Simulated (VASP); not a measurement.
# Sn (Immm) in VASP: a series of runs, part 4 of 4

VASP 6.6.1. Earlier steps stand in the parts before.

## 18. Single point, PBEsol (cell strained at random at fixed volume)

The input, INCAR:

```
PREC = Accurate
ENCUT = 520
EDIFF = 1E-7
ISMEAR = -1
SIGMA = 0.05
LREAL = False
LASPH = True
NELM = 80
ALGO = Normal
ISIF = 2
LWAVE = False
LCHARG = False
GGA = PS
NBANDS = 13
```

The input, KPOINTS:

```
Automatic mesh
0
Gamma
  11 11 11
```

The input, POSCAR:

```
Sn
1.0
   -1.6657680000      1.7656330000      2.2958090000
    1.7444190000     -1.7990580000      2.3792620000
    1.6823800000      1.8152120000     -2.3211890000
Sn
1
Direct
   -0.0049540000     -0.0116520000     -0.0033020000
```

Potentials or basis: VASP PAW PBE potentials, release 64 (Sn_d).

Command:

```
cat potpaw_PBE.64/Sn_d/POTCAR > POTCAR
mpirun -np 1 vasp_std > vasp.out
```

Run time: 3 min. Hardware: 1 thread of Intel Xeon Platinum 8259CL at 2.50GHz (Skylake/Cascade Lake), shared host; peak memory 0.34 GiB.

Results (log left out):

```yaml
Free_energy: -4.2082 eV
Pressure: -3.7 GPa
Band_gap_on_the_k_mesh: none (metal or under the smearing width)
```

Stress tensor (GPa, compression positive):
```
-2.84 -0.01 -0.57
-0.01 -4.58  0.15
-0.57  0.15 -3.54
```

Levels at points of the mesh, in eV from the Fermi level:
| k point | band 5 | band 6 | band 7 | band 8 | band 9 | band 10 |
| --- | --- | --- | --- | --- | --- | --- |
| (0.00, 0.00, 0.00) | -21.35 | -10.78 | 6.74 | 7.09 | 7.80 | 10.77 |

Caveat: the PAW data sets were made with another functional, which shifts forces and pressure a little.

## 19. Equation of state, PBEsol

This step only gathers the single runs of the series.

Results:

| Property | Result |
| --- | --- |
| Equilibrium volume | 26.57 Å³/atom (rough: see the caveat) |
| Bulk modulus at fixed shape and positions | 57 GPa (rough) |

Energy against volume, from the lowest point:
```tsv
volume (Å³/atom)	energy (meV/atom)
26.953	0.00
27.526	4.71
28.100	12.98
28.673	24.41
29.247	38.61
29.820	55.27
30.394	74.09
```

Caveat: the minimum lies outside the volumes run; the cell was scaled at fixed shape and fractional positions, which overstates the stiffness of a crystal with free parameters, most of all of layers and chains; the PAW data sets were made with another functional, which shifts forces and pressure a little.

## 20. The runs side by side

| task | level | cell | ladder | gap on the mesh (eV) | pressure (GPa) |
| --- | --- | --- | --- | --- | --- |
| single point | PBE | as given | - | none | -1.1 |
| single point | PBE | cell strained at random at fixed volume | - | none | -1.1 |
| equation of state | PBE | as given | - | - | - |
| single point | PBEsol | as given | free | none | -3.7 |
| single point | PBEsol | cell strained at random at fixed volume | free | none | -3.7 |
| equation of state | PBEsol | as given | free | - | - |

Alike in all rows: potentials or basis VASP PAW PBE potentials, release 64 (Sn_d); no spin polarisation; k mesh 11 × 11 × 11; cutoff (eV) 520; smearing fermi-dirac 0.05 eV.

Caveats: the PAW data sets were made with another functional, which shifts forces and pressure a little (some runs); the cell was scaled at fixed shape and fractional positions, which overstates the stiffness of a crystal with free parameters, most of all of layers and chains (some runs); the minimum lies outside the volumes run (some runs).

Total energies depend on the potentials used, so only differences within one code and one set of settings carry meaning.
